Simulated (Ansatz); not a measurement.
# CdTe (110): surface energy and levels, part 2 of 3

This session takes CdTe and sets out to compute energy, relaxation and work function or band edges of the (110) face.

Ansatz 0.2.0; DFT LDA, scalar-relativistic, plane waves, PAW.

### 4 The slab as cut, atoms at the bulk's places

The COD entry's cell or inner coordinates are ideal or old and differ from later refinements, so a difference from it is no clean test against experiment.

The cell repeats along c, and a dipole correction in the vacuum removes the field between the copies.

Contents of input.yaml:

```yaml
crystal:
  lattice:
    - [4.5325544674, 0.0, 0.0]
    - [0.0, 6.41, 0.0]
    - [0.0, 0.0, 26.3313861685]
  atoms:
    - { symbol: Cd, position: [0.5, 0.5, 0.2848311878] }
    - { symbol: Te, position: [0.0, 0.75, 0.2848311878] }
    - { symbol: Cd, position: [0.0, 0.0, 0.3708987127] }
    - { symbol: Te, position: [0.5, 0.25, 0.3708987127] }
    - { symbol: Cd, position: [0.5, 0.5, 0.4569662376] }
    - { symbol: Te, position: [0.0, 0.75, 0.4569662376] }
    - { symbol: Cd, position: [0.0, 0.0, 0.5430337624] }
    - { symbol: Te, position: [0.5, 0.25, 0.5430337624] }
    - { symbol: Cd, position: [0.5, 0.5, 0.6291012873] }
    - { symbol: Te, position: [0.0, 0.75, 0.6291012873] }
    - { symbol: Cd, position: [0.0, 0.0, 0.7151688122] }
    - { symbol: Te, position: [0.5, 0.25, 0.7151688122] }
basis:
  ecutwfc: 420
kpoints:
  mp_grid: { grid: [6, 4, 1] }
hamiltonian:
  xc: lda
scf:
  occupations: { method: gaussian, width: 0.05 }
output:
  forces: true
  stress: true
  eigenvalues: true
  write_density: true
  write_potential: true
  elf: true
  volumetric_format: npy
efield:
  axis: 3
  dipole_correction: true
```

Launch:

```bash
> ansatz run input.yaml --threads 2 --pin off --max-ram 5120MiB --backend cpu --events-out ev --progress --plain --runs-dir out
```

The program printed:

```text
Warning: RAYON_NUM_THREADS=2 ignored (pool sized by the plan → 2); use --threads N
Engine: ansatz 0.2.0, aarch64-unknown-linux-gnu
Pseudopotentials: kind: paw
Pseudopotential: Cd, paw, valence charge 20, recommended cutoff 420 eV (normal), Cd.paw.azcp
Pseudopotential: Te, paw, valence charge 16, recommended cutoff 420 eV (normal), Te.paw.azcp
Functional definition: SPW92
  exchange = slater_x
  correlation = pw_c
Crystal: 12 atoms, lattice volume = 765.024 Å³
Basis set: ecut = 420 eV, 14991 PW (Γ)
Bands: 130, of which v1, the nominal top of the filled ones, is band 108 counted from 1 (107 counted from 0)
Symmetry: 2 space group operations
k-points: 12 of 24 (time reversal used)
Non-local potential: Cd, projectors of the file, l = 0: 3, l = 1: 2, l = 2: 2, l = 3: 1
Non-local potential: Te, projectors of the file, l = 0: 2, l = 1: 2, l = 2: 2, l = 3: 2
PAW form: soft (Blöchl's): semilocal exchange-correlation on the pseudo side does not see the compensation charge
PAW frozen core: Cd, regenerated for the run's functional, and the local potential with it (the file was generated under x = pbe(κ = 0.804, μ = 0.2195149727645171), c = pbe(β = 0.06672455060314922))
PAW frozen core: Te, regenerated for the run's functional, and the local potential with it (the file was generated under x = pbe(κ = 0.804, μ = 0.2195149727645171), c = pbe(β = 0.06672455060314922))
PAW one-centre angular grid: Cd, 590 points (default); XC on 64 Gauss nodes
PAW one-centre angular grid: Te, 590 points (default); XC on 64 Gauss nodes
Initial density: superposition of atomic densities (neutral atoms: chi_scale 0, normalization atom), corrected by the library's trained network
Initial wavefunctions: pseudopotential atomic-orbital guess
Functional: x = slater, c = lda
SCF iter   1: F=—  HF=-89672.706987 eV  |F-HF|=—  |Δ(HF+E_count)|=         —  Δρ=4.67e-3  dr2=1.30e-1  ethr=1.77e-3  p=0.000 e·Å  D=6.58e-14 V/Å  ΔV_dip=-0.00 eV  dr2_dipole=1.42e-7  V_vac-E_F(+/−)=4.74/4.74 eV  ⟨swp⟩=8.9  Hψ=7007  notcnv=0  defer=89
efield: sawtooth ramp at fractional position 0.9500 (placed from the atoms, in the widest stretch of the axis that holds none; the zero of the levels goes with the place), width 0.1000; the density the first Hamiltonian is built on has a dipole p = 0.000 e·Å; the dipole correction subtracts the counter field D = 6.58e-14 V/Å, which shifts the + side's vacuum level by -0.00 eV against the − side's; the planar-averaged density in the ramp window peaks in size at 3.0e-5 e/Å³
preconditioner: auto → Resta (q_TF=auto, 2.210 Å⁻¹)  ε∞=2.7  [insulator: Δε(μ)=0.634 eV  Ē_g=10.763 eV  σ=0.050 eV  W_gap=1.00  n_scr=144 (ndim 8)  ℏωp=14.0 eV  f_vac=0.495  D(μ)=0.00/eV (n_scr^D=0)  ε∞_Penn≈2.7  vacuum switching on, ρ_ref=8.4e-3 e/Å³]
SCF iter   2: F=—  HF=-89672.673468 eV  |F-HF|=—  |Δ(HF+E_count)|=   3.35e-2  Δρ=1.67e-3  dr2=2.03e-2  ethr=6.02e-5  p=-0.000 e·Å  D=-5.77e-5 V/Å  ΔV_dip=0.00 eV  dr2_dipole=3.09e-7  V_vac-E_F(+/−)=4.82/4.82 eV  ⟨swp⟩=2.0  Hψ=2485  notcnv=0  defer=184
SCF iter   3: F=—  HF=-89672.671442 eV  |F-HF|=—  |Δ(HF+E_count)|=   2.03e-3  Δρ=7.86e-4  dr2=5.35e-3  ethr=9.39e-6  p=0.000 e·Å  D=3.81e-5 V/Å  ΔV_dip=-0.00 eV  dr2_dipole=3.44e-7  V_vac-E_F(+/−)=4.74/4.74 eV  ⟨swp⟩=2.0  Hψ=1661  notcnv=0  defer=184
SCF iter   4: F=—  HF=-89672.671241 eV  |F-HF|=—  |Δ(HF+E_count)|=   2.00e-4  Δρ=2.76e-4  dr2=8.97e-4  ethr=2.48e-6  p=-0.000 e·Å  D=-5.39e-5 V/Å  ΔV_dip=0.00 eV  dr2_dipole=5.80e-7  V_vac-E_F(+/−)=4.76/4.76 eV  ⟨swp⟩=2.0  Hψ=1555  notcnv=0  defer=184
SCF iter   5: F=—  HF=-89672.671205 eV  |F-HF|=—  |Δ(HF+E_count)|=   3.67e-5  Δρ=6.82e-5  dr2=4.97e-5  ethr=4.15e-7  p=0.000 e·Å  D=6.58e-5 V/Å  ΔV_dip=-0.00 eV  dr2_dipole=9.27e-7  V_vac-E_F(+/−)=4.74/4.74 eV  ⟨swp⟩=2.4  Hψ=1990  notcnv=0  defer=184
SCF iter   6: F=—  HF=-89672.671292 eV  |F-HF|=—  |Δ(HF+E_count)|=   8.69e-5  Δρ=2.05e-5  dr2=6.83e-6  ethr=2.30e-8  p=-0.000 e·Å  D=-1.15e-4 V/Å  ΔV_dip=0.00 eV  dr2_dipole=2.76e-6  V_vac-E_F(+/−)=4.74/4.74 eV  ⟨swp⟩=2.2  Hψ=2071  notcnv=0  defer=184
SCF iter   7: F=—  HF=-89672.671295 eV  |F-HF|=—  |Δ(HF+E_count)|=   3.05e-6  Δρ=1.11e-5  dr2=1.12e-5  ethr=3.16e-9  p=0.001 e·Å  D=2.11e-4 V/Å  ΔV_dip=-0.01 eV  dr2_dipole=9.23e-6  V_vac-E_F(+/−)=4.74/4.74 eV  ⟨swp⟩=2.0  Hψ=1885  notcnv=0  defer=184
SCF iter   8: F=—  HF=-89672.671293 eV  |F-HF|=—  |Δ(HF+E_count)|=   1.55e-6  Δρ=5.22e-6  dr2=1.25e-6  ethr=3.16e-9  p=0.000 e·Å  D=6.46e-5 V/Å  ΔV_dip=-0.00 eV  dr2_dipole=8.84e-7  V_vac-E_F(+/−)=4.74/4.74 eV  ⟨swp⟩=1.9  Hψ=1536  notcnv=0  defer=184
SCF iter   9: F=-89672.671293 eV  HF=-89672.671293 eV  |F-HF|=8.37e-8  |Δ(HF+E_count)|=   1.19e-7  Δρ=1.35e-6  dr2=6.39e-8  ethr=4.63e-11  p=0.000 e·Å  D=1.49e-5 V/Å  ΔV_dip=-0.00 eV  dr2_dipole=4.33e-8  V_vac-E_F(+/−)=4.74/4.74 eV  ⟨swp⟩=19.0  Hψ=13123  notcnv=0
SCF 1 converged in 9 iterations: F = -89672.671293 eV  dr2 = 6.39e-8
WARN: The output density's exchange-correlation potential varies sharply where the density is thin. Do not read a vacuum level from v_tot or v_xc, or from such a field of the output density. On a cell that repeats whose density bears no net charge and no dipole along the vacuum's axis use v_es (v_loc + v_h of the components); under efield.dipole_correction with no amplitude use v_es + v_field, which holds any external_charges[].barrier, or the levels of the report's work_function block, which leave it out; under a non-zero efield.amplitude the vacuum is tilted and has no level; on a cell that repeats and bears such a dipole with no correction it is tilted too, and efield.dipole_correction with no amplitude gives each side of its ramp a level where efield: is served; in a cell that repeats whose density bears a net charge (total_charge, or a fill off its count) it is curved and has none; of a slab under crystal.periodic whose density bears no net charge use v_es, which has a level on each side, short of where the two are joined; of another it falls or rises all the way out and has none; of a slab beside external_charges read slab_vacuum_level instead, which it has where they leave it neutral. The grid or the basis barely resolves most such structure, and the values can differ between equally converged runs; as a rule a tighter scf.convergence.dr2_threshold does not remove it. Where the density itself ripples (under the LDA too) a higher basis.ecutwfc lessens it. The files hold the spikes' plane waves up to the density's cutoff. Files: v_tot_of_output_density and the like, and their columns of v_z.tsv (output.write_potential); v_xc_of_output_density and the like, and their columns of v_comp_z.tsv (output.write_potential_components). Measured: with its Gaussian average of σ = 0.25 Å subtracted twice, the exchange-correlation potential is over 0.1 eV at 163 of the grid points where the equally averaged density (valence and model cores) is under 1e-3 e/Å³, and 0.239 eV at the most among them, at an averaged density of 4.5e-5 e/Å³. The input density's (outcome.potential() and, of a run that writes arrays, v_tot and v_xc) is over 0.1 eV, so measured, at 166 points of its own thin density, 0.239 eV at the most. See output.write_potential in the manual, Limitations
SCF converged after 9 iterations
Free energy (F): -89672.671293 eV
Harris-Foulkes:  -89672.671293 eV  (|F-HF|=8.37e-8)
Internal energy: -89672.671293 eV  (E = F + TS)
E sigma→0 (E₀):  -89672.671293 eV
Fermi energy:    1.800199 eV
Dipole field:    D = -0.000128 V/Å  (p = -0.000542 e·Å, saw-weighted, corrected)
Work function:   Φ+ = 4.7427 eV   Φ− = 4.7393 eV
Levels:          The Fermi level and band energies are counted from a zero that moves with the ramp; work functions are not
--- Per-component energies (eV) ---
  E_band       = -6029.948668
  E_kinetic    = 4122.362213
  E_local      = -184954.882861  (includes V_loc(G=0)·N_el)
  E_nonlocal   = -1583.554122
  E_hartree    = 91943.835875
  E_xc         = -1793.630927
  E_vxc        = -1954.339160  (∫ρ·V_xc dr)
  E_paw        = -50746.444023  (= ΣΔE_a)
  E_vpaw       = -5547.216151  (= ΣTr[D̂ρ^β])
  E_aug_tail   = -0.001204  (compensation charges beyond the density's cutoff)
  E_efield     = 0.000000  (sawtooth field / dipole correction)
  E_vefield    = 0.000000  (∫n·V_field dr)
  E_ewald      = 53330.972375
  E_core_change = 8.671380  (= ΣΔE_core)
  E_smearing   = -0.000000  (= −TS)
  E_closure    = -0.000000  (closes the sum)
  Σ components = -89672.671293   (vs F -89672.671293, Δ=0.00e0)
--- Forces (eV/Å), atoms counted from 1 ---
  atom   1  Cd     0.00000000     0.74296174     0.78744703
  atom   2  Te    -0.00000000    -0.31659930    -0.66060145
  atom   3  Cd     0.00000000    -0.15279814     0.01028382
  atom   4  Te    -0.00000000    -0.31110612    -0.24861063
  atom   5  Cd     0.00000000     0.07488389     0.06601423
  atom   6  Te     0.00000000    -0.03730400     0.11910189
  atom   7  Cd    -0.00000000     0.07488087    -0.06613701
  atom   8  Te    -0.00000000    -0.03728376    -0.11896421
  atom   9  Cd    -0.00000000    -0.15280397    -0.01039485
  atom  10  Te     0.00000000    -0.31112446     0.24875241
  atom  11  Cd    -0.00000000     0.74289352    -0.78748287
  atom  12  Te     0.00000000    -0.31658775     0.66065685
  max |Σ_I F_I| component: 6.52e-5 eV/Å
--- Stress (GPa, compression-positive) ---
       -0.496048      -0.000000      -0.000000
       -0.000000      -0.456775      -0.000077
       -0.000000      -0.000077      -0.049247
  P = ⅓ Tr σ = -0.3340 GPa (-3.340 kbar)
--- Band table (eV; the first three rows and the last of 12) ---
  k-point 0: bands = ["-100.5874", "-100.5871", "-100.5378", "-100.5377", "-100.4634", "-100.4632", "-61.7903", "-61.7899", "-61.7061", "-61.7058", "-61.6896", "-61.6892", "-61.6862", "-61.6861", "-61.6758", "-61.6758", "-61.6752", "-61.6751", "-61.6107", "-61.6105", "-61.6062", "-61.6060", "-61.5971", "-61.5969", "-34.6625", "-34.6623", "-34.6566", "-34.6564", "-34.6490", "-34.6488", "-34.6396", "-34.6394", "-34.6326", "-34.6324", "-34.5727", "-34.5723", "-34.5702", "-34.5700", "-34.5658", "-34.5655", "-34.5592", "-34.5591", "-34.5572", "-34.5570", "-34.2149", "-34.2145", "-34.2132", "-34.2128", "-34.1063", "-34.1059", "-34.0924", "-34.0920", "-34.0626", "-34.0622", "-9.9278", "-9.7595", "-9.5567", "-9.4398", "-9.0387", "-9.0381", "-6.9138", "-6.9069", "-6.8967", "-6.8779", "-6.8625", "-6.8534", "-6.8317", "-6.8247", "-6.8079", "-6.8057", "-6.7715", "-6.7518", "-6.7515", "-6.7354", "-6.7121", "-6.6959", "-6.6881", "-6.6633", "-6.6623", "-6.6617", "-6.6534", "-6.6444", "-6.5969", "-6.5909", "-6.5846", "-6.5798", "-6.4902", "-6.2611", "-6.1154", "-6.0998", "-3.0063", "-2.7799", "-2.4007", "-1.6871", "-1.0228", "-1.0002", "-0.6390", "-0.4104", "-0.3876", "-0.0134", "0.2245", "0.4267", "0.5055", "1.0048", "1.2191", "1.2512", "1.3273", "1.4551", "2.1453", "2.8625", "3.8349", "4.0548", "4.3492", "4.3511", "4.6042", "5.0659", "5.2587", "5.7695", "5.9996", "6.1276", "6.3063", "6.4310", "6.4588", "6.5277", "6.6230", "6.7070", "6.9166", "7.1193", "7.1918", "7.3761"]
  k-point 1: bands = ["-100.5874", "-100.5871", "-100.5378", "-100.5377", "-100.4634", "-100.4632", "-61.7903", "-61.7899", "-61.7061", "-61.7058", "-61.6896", "-61.6892", "-61.6862", "-61.6861", "-61.6758", "-61.6758", "-61.6752", "-61.6751", "-61.6107", "-61.6105", "-61.6062", "-61.6060", "-61.5971", "-61.5969", "-34.6625", "-34.6623", "-34.6566", "-34.6564", "-34.6490", "-34.6488", "-34.6396", "-34.6394", "-34.6326", "-34.6324", "-34.5726", "-34.5723", "-34.5702", "-34.5700", "-34.5658", "-34.5656", "-34.5592", "-34.5591", "-34.5572", "-34.5571", "-34.2149", "-34.2145", "-34.2132", "-34.2128", "-34.1063", "-34.1059", "-34.0924", "-34.0920", "-34.0626", "-34.0622", "-9.8549", "-9.7215", "-9.5689", "-9.5000", "-9.0493", "-9.0483", "-6.8959", "-6.8883", "-6.8827", "-6.8687", "-6.8617", "-6.8377", "-6.8376", "-6.8319", "-6.8086", "-6.7991", "-6.7741", "-6.7706", "-6.7610", "-6.7387", "-6.7093", "-6.6890", "-6.6589", "-6.6584", "-6.6580", "-6.6557", "-6.6476", "-6.6379", "-6.5960", "-6.5924", "-6.5807", "-6.5786", "-6.4531", "-6.3149", "-6.2439", "-6.2263", "-2.8173", "-2.7823", "-2.4683", "-2.0758", "-1.2255", "-0.5541", "-0.3843", "-0.3456", "-0.1799", "0.1447", "0.2371", "0.5455", "0.5717", "0.9283", "1.0912", "1.1184", "1.1225", "1.2584", "2.8298", "2.8471", "3.5706", "3.8489", "4.2140", "4.2667", "4.5764", "4.7733", "5.2532", "5.7939", "6.1614", "6.3295", "6.5191", "6.5909", "6.6157", "6.6811", "6.8978", "6.9257", "6.9379", "7.1981", "7.4603", "7.4784"]
  k-point 2: bands = ["-100.5874", "-100.5871", "-100.5378", "-100.5377", "-100.4634", "-100.4632", "-61.7903", "-61.7899", "-61.7061", "-61.7058", "-61.6896", "-61.6892", "-61.6862", "-61.6861", "-61.6758", "-61.6758", "-61.6752", "-61.6751", "-61.6107", "-61.6105", "-61.6062", "-61.6060", "-61.5971", "-61.5969", "-34.6625", "-34.6623", "-34.6566", "-34.6564", "-34.6490", "-34.6488", "-34.6396", "-34.6394", "-34.6326", "-34.6324", "-34.5725", "-34.5725", "-34.5701", "-34.5700", "-34.5657", "-34.5657", "-34.5592", "-34.5591", "-34.5572", "-34.5571", "-34.2149", "-34.2145", "-34.2132", "-34.2128", "-34.1063", "-34.1059", "-34.0923", "-34.0920", "-34.0626", "-34.0622", "-9.6980", "-9.6979", "-9.6054", "-9.6053", "-9.0596", "-9.0592", "-6.8679", "-6.8678", "-6.8616", "-6.8615", "-6.8548", "-6.8545", "-6.8370", "-6.8369", "-6.8007", "-6.8004", "-6.7979", "-6.7977", "-6.7232", "-6.7230", "-6.6923", "-6.6921", "-6.6560", "-6.6557", "-6.6365", "-6.6364", "-6.6363", "-6.6363", "-6.5774", "-6.5772", "-6.5663", "-6.5661", "-6.4750", "-6.4750", "-6.3209", "-6.3208", "-2.8823", "-2.8822", "-2.0850", "-2.0850", "-1.3702", "-1.3700", "0.3289", "0.3290", "0.3682", "0.3683", "0.4616", "0.4616", "0.5323", "0.5323", "0.8684", "0.8687", "1.0145", "1.0148", "2.8748", "2.8751", "3.6592", "3.6592", "4.2713", "4.2714", "4.7004", "4.7006", "5.3510", "5.3510", "6.2929", "6.2929", "6.8215", "6.8216", "6.8254", "6.8257", "7.0183", "7.0186", "7.3567", "7.3567", "7.4825", "7.4827"]
  k-point 11: bands = ["-100.5874", "-100.5871", "-100.5378", "-100.5377", "-100.4634", "-100.4632", "-61.7903", "-61.7899", "-61.7061", "-61.7058", "-61.6896", "-61.6893", "-61.6862", "-61.6861", "-61.6758", "-61.6758", "-61.6752", "-61.6752", "-61.6107", "-61.6105", "-61.6062", "-61.6060", "-61.5971", "-61.5969", "-34.6622", "-34.6620", "-34.6565", "-34.6563", "-34.6491", "-34.6489", "-34.6399", "-34.6397", "-34.6322", "-34.6320", "-34.5723", "-34.5722", "-34.5704", "-34.5703", "-34.5655", "-34.5654", "-34.5589", "-34.5588", "-34.5573", "-34.5572", "-34.2144", "-34.2140", "-34.2135", "-34.2131", "-34.1062", "-34.1058", "-34.0925", "-34.0921", "-34.0624", "-34.0620", "-9.5549", "-9.5547", "-9.4684", "-9.4684", "-8.9318", "-8.9314", "-6.8608", "-6.8607", "-6.8384", "-6.8383", "-6.8178", "-6.8177", "-6.7883", "-6.7882", "-6.7791", "-6.7789", "-6.7372", "-6.7369", "-6.6968", "-6.6965", "-6.6635", "-6.6632", "-6.6585", "-6.6585", "-6.6461", "-6.6460", "-6.6098", "-6.6096", "-6.5691", "-6.5689", "-6.2470", "-6.2469", "-6.1579", "-6.1579", "-6.0655", "-6.0655", "-3.1166", "-3.1166", "-2.9346", "-2.9345", "-2.6113", "-2.6110", "-0.9207", "-0.9207", "-0.6819", "-0.6819", "-0.2170", "-0.2169", "0.0595", "0.0595", "0.4998", "0.4998", "0.9286", "0.9289", "2.8153", "2.8156", "4.1796", "4.1796", "5.1810", "5.1811", "5.9083", "5.9085", "6.0578", "6.0578", "6.3657", "6.3658", "6.7033", "6.7033", "6.8663", "6.8663", "7.3396", "7.3398", "7.5940", "7.5942", "8.2935", "8.2936"]
```

It took 96 s on 2 threads of Arm Neoverse V1, shared host; peak memory 1.7 GiB.

From the log: gap on the mesh 0.69 eV (a mesh can miss band crossings, so it may be none).

Plane-averaged electrostatic potential energy of an electron across the slab, counted from the valence-band top:

z (Å), V (eV) and a bar:
```
     1.76       5.08 ##############################
     2.34       5.08 ##############################
     2.63       5.08 ##############################
     3.22       5.08 ##############################
     3.51       5.08 ##############################
     4.10       5.08 ##############################
     4.68       5.06 ##############################
     4.97       5.04 ##############################
     5.56       4.88 #############################
     5.85       4.64 ############################
     6.44       2.93 ###################
     7.02      -0.87 #
     7.31      -0.67 ##
     7.90      -1.01 
     8.19      -0.37 ###
     8.78       1.50 #############
     9.07      -0.34 ####
     9.65      -0.61 ##
    10.24      -1.08 
    10.53      -0.05 #####
    11.12       0.92 ##########
    11.41      -0.82 #
    12.00      -0.64 ##
    12.58      -1.01 
    12.87       0.46 #######
    13.46       0.46 #######
    13.75      -1.01 
    14.34      -0.64 ##
    14.92      -0.82 #
    15.21       0.92 ##########
    15.80      -0.05 #####
    16.09      -1.08 
    16.68      -0.61 ##
    17.26      -0.34 ####
    17.55       1.51 #############
    18.14      -0.37 ###
    18.43      -1.01 
    19.02      -0.67 ##
    19.31      -0.87 #
    19.89       2.93 ####################
    20.48       4.64 ############################
    20.77       4.88 #############################
    21.36       5.05 ##############################
    21.65       5.07 ##############################
    22.24       5.08 ##############################
    22.82       5.09 ##############################
    23.11       5.09 ##############################
    23.70       5.09 ##############################
    23.99       5.09 ##############################
    24.58       5.09 ##############################
```

Density in a lattice plane of the grid's cell (edges 6.41 and 26.33 Å, at 0.000 of the third edge), which holds Te and Cd.

Ten even steps from '0' (0.00 e/Å³) to '9' (22.36 e/Å³):
```
000000
000000
000000
000000
000000
600000
000000
000000
900000
000000
000022
100000
300000
000011
000000
000000
000000
000000
000000
000000
```
Columns run along the first of these edges and rows up along the second, over one cell in 6 and 20 even steps from the bottom left corner. Atoms in the plane (fractional): Te at (0.75, 0.28), Cd at (0.00, 0.37), Te at (0.75, 0.46), Cd at (0.00, 0.54), Te at (0.75, 0.63), Cd at (0.00, 0.72).

ELF in the same plane.

Ten even steps from ' ' (0.00) to '@' (0.85):
```
            
            
            
            
--::      ..
##::    --::
--    ======
--    --++**
@@::      ::
::..  ..####
++    ++::::
==::    ++--
**::    ++::
++    ++----
%%    ==**%%
==      --**
            
            
            
            
```
Columns run along the first of these edges and rows up along the second, over one cell in 6 and 20 even steps from the bottom left corner. Atoms in the plane (fractional): Te at (0.75, 0.28), Cd at (0.00, 0.37), Te at (0.75, 0.46), Cd at (0.00, 0.54), Te at (0.75, 0.63), Cd at (0.00, 0.72).

Both are smooth fields of the valence electrons: close to the nuclei they are not physical.

Outside the cores ELF peaks at 0.87 beside Te, off the lines to its neighbours, 1.5 Å from Te.

[end of part 2 of 3]
